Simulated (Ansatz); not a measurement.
# C: the cell at several levels of theory

An exercise on one series of results from a longer session: the logs are not shown, and one member is left open.

Code: Ansatz 0.2.0. PAW datasets, plane waves, zero pressure. The values are computed, spin-unpolarised, and not measurements.

## The cell

This is the cell as the run starts from it, not yet at rest; its lengths are not the crystal's.

It is cubic, Fd-3m (No. 227); conventional cell a = 3.510 Å, 5.41 Å³ an atom. Around C lie 4 C at 1.52 Å.

As a file:

```
CELL_PARAMETERS angstrom
0.00000 1.75514 1.75514
1.75514 0.00000 1.75514
1.75514 1.75514 0.00000
ATOMIC_POSITIONS crystal
C 0.00000 0.00000 0.00000
C 0.25000 0.25000 0.25000
```

Set-up of the first run:

input.yaml reads:

```yaml
crystal:
  lattice:
    - [0.0, 1.7551448183, 1.7551448183]
    - [1.7551448183, 0.0, 1.7551448183]
    - [1.7551448183, 1.7551448183, 0.0]
  atoms:
    - { symbol: C, position: [0.0, 0.0, 0.0] }
    - { symbol: C, position: [0.25, 0.25, 0.25] }
kpoints:
  mp_grid: { grid: [12, 12, 12] }
hamiltonian:
  xc: pbe
scf:
  occupations: { method: fermi_dirac, width: 0.02 }
relax:
  f_tol: 0.005
  cell: {}
```

Started as:

```console
$ ansatz run input.yaml --threads 4 --pin off --max-ram 7372MiB --backend cpu --events-out ev --progress --plain --runs-dir out
```

Among the steps run: PBE: cell and atoms; Relaxation with r2SCAN; PBEsol: cell and atoms; LDA: cell and atoms; Relaxing with HSE06.

One of the session's tables, all rows but one given; the rest of the session is left out.

```
 level  a (Å)  volume (Å³/atom)
   PBE  3.572             5.695
r2SCAN  3.560             5.641
PBEsol  3.554             5.610
   LDA      ?                 ?
 HSE06  3.545             5.571
```

Estimate the missing values for LDA.

As computed: a (Å): 3.532; volume (Å³/atom): 5.507. In the column «a (Å)» it is the lowest.

From the start to the first minimum the volume moved by +5.3 %. The volume runs from LDA (least) to PBE (most), a spread of 3.4 %, or 1.1 % in length if all axes shared it alike. A measured a is 3.567 Å (powder; quoted in “Characterization of the Materials Synthesized by High Pressure-High Temperature Treatment of a Polymer Derived t-BC2N Ceramic”, 2011, pmc:5448883); the misses are PBE +0.1 %, r2SCAN -0.2 %, PBEsol -0.4 %, LDA -1.0 %, HSE06 -0.6 %. The calculation is for a static lattice, without the thermal expansion and zero-point motion that a measured cell holds. The meshes differ: PBE 12×12×12, r2SCAN 12×12×12, PBEsol 12×12×12, LDA 12×12×12, HSE06 8×8×8.

**Measured values.**

“Characterization of the Materials Synthesized by High Pressure-High Temperature Treatment of a Polymer Derived t-BC2N Ceramic”, 2011, pmc:5448883 quotes, for a powder of C: lattice constant a 3.567 Å.
